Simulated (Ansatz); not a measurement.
# C (P6_3/mmc), generalised stacking fault

Method: Ansatz, DFT PBE, scalar-relativistic, plane waves, PAW. Cutoff 420 eV, Γ-centred 10×10×2 k-points, Gaussian smearing of 0.05 eV. No spin polarisation. Energies are free energies at this smearing, counted from the undisturbed cell; pressure is positive in compression.

The undisturbed cell (relaxed at this level):

```
C
1.0
    -2.51802    0.00000    0.00000
    -1.25901   -2.18067    0.00000
     0.00000    0.00000   16.60918
C
16
Direct
  0.00000 0.00000 0.67148
  0.00000 0.00000 0.17148
  0.00000 0.00000 0.92148
  0.00000 0.00000 0.42148
  0.00000 0.00000 0.82852
  0.00000 0.00000 0.32852
  0.00000 0.00000 0.07852
  0.00000 0.00000 0.57852
  0.33333 0.33333 0.70276
  0.33333 0.33333 0.20276
  0.66667 0.66667 0.95276
  0.66667 0.66667 0.45276
  0.33333 0.33333 0.79724
  0.33333 0.33333 0.29724
  0.66667 0.66667 0.04724
  0.66667 0.66667 0.54724
```

The cut lies on the cell's a–b face, a (0 0 1) plane (indices in the standard cell, whose axes needn't be the Cartesian ones shown) of area 5.49 Å², between layers 1.57 Å apart. Vector c is tilted by f times 1·a + 1·b (length 4.361 Å) with the atoms' Cartesian places fixed: one unrelaxed fault a cell.

```
     f  γ (mJ/m²) shear traction, the slope of γ along the slip (GPa) gap on the mesh (eV)
0.0000          0                                                  0.0                  4.54
0.0833       1430                                                 78.2                  4.23
0.1667       5518                                                140.9                  2.31
0.2500      10926                                                139.8                  0.03
0.3333      13517                                                  0.0                  0.00
0.4167      12682                                                -28.7                  0.00
0.5000      12144                                                  0.0                  0.00
```

By symmetry 0.6667 repeats 0.3333, 0.8333 repeats 0.1667, 0.5833 repeats 0.4167, 0.7500 repeats 0.2500, 0.9167 repeats 0.0833 in energy, with the opposite slope along the path. Where the gap reads zero the k-mesh, chosen for the insulator, is on the coarse side.

Cost: 7 runs of about 2.2 core-minutes in all, on Intel Xeon Platinum 8488C (Sapphire Rapids) (shared hosts).